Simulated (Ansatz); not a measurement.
All-electron LAPW in Ansatz 0.2.0 under PBE, scalar-relativistic, energies extrapolated to zero smearing. Slabs are 1×1 cells cut from bulk crystals relaxed on PAW files, with atoms then relaxed, 16 to 20 Å of vacuum, a dipole correction, k spacings of 0.16 to 0.26 Å⁻¹ and smearing of 0.02 to 0.1 eV, without spin–orbit coupling; Cr, Mn, Fe, Co, Ni, Eu and Gd start ferromagnetic, the others run without spin. The bulk type named needn't be the stable one, and no reconstruction is allowed.

**Question.** Order these slabs by work function, lowest first.
A. fcc Ni (110), 7 layers
B. fcc Cu (100), 6 layers
C. fcc Pd (100), 5 layers
D. diamond C (100), 6 layers
E. bcc Nb (100), 6 layers
F. bcc W (100), 7 layers

**Answer.** E (3.57 eV), F (4.10 eV), B (4.51 eV), A (4.56 eV), C (5.11 eV), D (7.18 eV).
